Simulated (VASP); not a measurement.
Write the native input for VASP 6.6.1 that does the following.

* Task: band structure
* Functional: HSE03
* Potentials or basis: VASP PAW PBE potentials, release 64 (Mo_sv, S)
* Cutoff: 520 eV
* k mesh: 6 × 6 × 1
* Occupations: gaussian, width 0.02 eV
* Spin: no spin polarisation
* Ladder: gaps
* Grid for exact exchange (PRECFOCK): Fast
* Further INCAR settings: ALGO = Normal; EDIFF = 1e-07

The system is MoS2, a slab with vacuum.

```
Mo S
1.0
     3.18413    0.00000    0.00000
    -1.59206    2.75753    0.00000
     0.00000    0.00000   17.33460
Mo S
1 2
Direct
  0.00000 0.00000 0.00000
  0.33333 0.66667 0.91051
  0.33333 0.66667 0.08949
```

These files were run (other wordings do the same):

POSCAR

```
MoS2
1.0
    3.1841260822      0.0000000000      0.0000000000
   -1.5920630411      2.7575340760      0.0000000000
    0.0000000000      0.0000000000     17.3345999500
Mo S
1 2
Direct
    0.0000000000      0.0000000000      0.0000000000
    0.3333333333      0.6666666667      0.9105070200
    0.3333333333      0.6666666667      0.0894929800
```

INCAR.step1

```
SYSTEM = MoS2
PREC = Accurate
ENCUT = 520
EDIFF = 1E-5
ISMEAR = 0
SIGMA = 0.02
LREAL = .False.
LASPH = .True.
NELM = 80
ALGO = Normal
ISIF = 2
LWAVE = .True.
LCHARG = .False.
LMAXMIX = 4
GGA = PE
KPAR = 4
```

INCAR.step2

```
SYSTEM = MoS2
PREC = Accurate
ENCUT = 520
EDIFF = 1E-7
ISMEAR = 0
SIGMA = 0.02
LREAL = .False.
LASPH = .True.
NELM = 80
ALGO = Normal
ISIF = 2
LWAVE = .False.
LCHARG = .False.
LMAXMIX = 4
GGA = PE
LHFCALC = .True.
HFSCREEN = 0.3
PRECFOCK = Fast
ISTART = 1
KPAR = 4
```

KPOINTS

```
regular mesh
0
Gamma
  6 6 1
  0 0 0
```

KPOINTS_OPT

```
path GMKGALHA,LM,KH
10
line-mode
reciprocal
 0.0000000000  0.0000000000  0.0000000000  G
 0.5000000000  0.0000000000  0.0000000000  M

 0.5000000000  0.0000000000  0.0000000000  M
 0.3333333333  0.3333333333  0.0000000000  K

 0.3333333333  0.3333333333  0.0000000000  K
 0.0000000000  0.0000000000  0.0000000000  G

 0.0000000000  0.0000000000  0.0000000000  G
 0.0000000000  0.0000000000  0.5000000000  A

 0.0000000000  0.0000000000  0.5000000000  A
 0.5000000000  0.0000000000  0.5000000000  L

 0.5000000000  0.0000000000  0.5000000000  L
 0.3333333333  0.3333333333  0.5000000000  H

 0.3333333333  0.3333333333  0.5000000000  H
 0.0000000000  0.0000000000  0.5000000000  A

 0.5000000000  0.0000000000  0.5000000000  L
 0.5000000000  0.0000000000  0.0000000000  M

 0.3333333333  0.3333333333  0.0000000000  K
 0.3333333333  0.3333333333  0.5000000000  H
```

Potentials or basis: VASP PAW PBE potentials, release 64 (Mo_sv, S).

Command:

```console
$ cat potpaw_PBE.64/Mo_sv/POTCAR potpaw_PBE.64/S/POTCAR > POTCAR
$ cp INCAR.step1 INCAR
$ mpirun -np 4 vasp_std > vasp.out
$ cp INCAR.step2 INCAR
$ mpirun -np 4 vasp_std > vasp.out
```

Results of the run:

| Item | Value |
| --- | --- |
| Largest force | 0.291 eV/Å |
| Band gap on the k mesh | 1.95 eV, indirect (least direct gap 1.97 eV) |
| Band gap along the path | 1.95 eV, indirect (least direct gap 1.97 eV) |

Caveat: the PAW data sets were made with another functional, which shifts forces and pressure a little.

It took 15 min on 4 MPI ranks on AMD EPYC 9R45 (Zen 5) (shared host), peak memory 0.38 GiB a rank.
